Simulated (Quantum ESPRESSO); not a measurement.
# BeTe: Wannier functions with PBE

The system is BeTe.

```
Te Be
1.0
     0.00000    2.77000    2.77000
     2.77000    0.00000    2.77000
     2.77000    2.77000    0.00000
Te Be
1 1
Cartesian
  4.1550 4.1550 4.1550
  0.0000 0.0000 0.0000
```

- Program: Quantum ESPRESSO 7.5
- Task: Wannier functions
- Functional: PBE
- Potentials or basis: PseudoDojo 0.4.1 SR PBE standard
- Cutoff: 1197 eV
- Density cutoff: 4789 eV
- k mesh: 5 × 5 × 5
- Occupations: fermi-dirac, width 0.05 eV
- Spin: no spin polarisation
- Mixing beta: 0.5
- Most SCF iterations: 120
- SCF threshold: 4e-10 Ry
- k mesh for the Wannier functions: 5 × 5 × 5

```yaml
Pressure: 4.6 GPa
Band_gap_on_the_k_mesh: 1.99 eV, indirect (least direct gap 3.60 eV)
Band_gap_along_the_path: 1.86 eV, indirect (least direct gap 3.60 eV)
Total_Wannier_spread: 19.25 Å² over 8 functions
RMS_miss_of_the_Wannier_bands: 0.062 eV
```

Levels at the corners of the path, in eV from the valence-band top:
```csv
point,band 6,band 7,band 8,band 9,band 10,band 11,band 12,band 13,band 14,band 15
Γ,-36.38,-12.63,0.00,0.00,0.00,3.60,3.60,3.60,4.20,8.57
X,-36.38,-10.63,-5.37,-2.82,-2.82,1.86,2.62,10.12,10.12,11.99
W,-36.38,-10.59,-4.79,-3.95,-3.44,5.33,5.57,5.73,6.44,11.34
K,-36.38,-10.65,-4.99,-4.15,-2.39,2.65,5.35,8.15,8.54,9.42
Γ,-36.38,-12.63,0.00,0.00,0.00,3.60,3.60,3.60,4.20,8.57
L,-36.38,-11.17,-5.85,-1.21,-1.21,3.24,4.60,4.60,7.92,11.29
U,-36.38,-10.65,-4.99,-4.15,-2.39,2.65,5.35,8.15,8.54,9.42
W,-36.38,-10.59,-4.79,-3.95,-3.44,5.33,5.57,5.73,6.44,11.34
L,-36.38,-11.17,-5.85,-1.21,-1.21,3.24,4.60,4.60,7.92,11.29
K,-36.38,-10.65,-4.99,-4.15,-2.39,2.65,5.35,8.15,8.54,9.42
U,-36.38,-10.65,-4.99,-4.15,-2.39,2.65,5.35,8.15,8.54,9.42
X,-36.38,-10.63,-5.37,-2.82,-2.82,1.86,2.62,10.12,10.12,11.99
```

Wannier functions:
```
function  nearest atom  distance (Å)  spread (Å²)  on-site energy from the reference level (eV)
       1          1 Te          0.80         2.21                                         -2.41
       2          1 Te          0.80         2.21                                         -2.41
       3          1 Te          0.80         2.21                                         -2.41
       4          1 Te          0.80         2.21                                         -2.40
       5          2 Be          0.81         2.60                                          0.88
       6          2 Be          0.81         2.60                                          0.89
       7          2 Be          0.81         2.60                                          0.89
       8          2 Be          0.81         2.60                                          0.88
```

Parts of the spread (Å²): invariant 14.96, diagonal 0.220, off-diagonal 4.06, total 19.25. Against the direct bands the interpolation misses by 62 meV (root mean square) and 274 meV at most, for states up to 1 eV over the reference level.

Wall time 4.4 min on 1 thread of Arm Neoverse V1, on a shared host, peak memory 0.2 GiB.

Caveat: spin-orbit coupling is left out, which moves the levels of the heavy elements; the mesh misses the band edges, which the band path finds closer together.
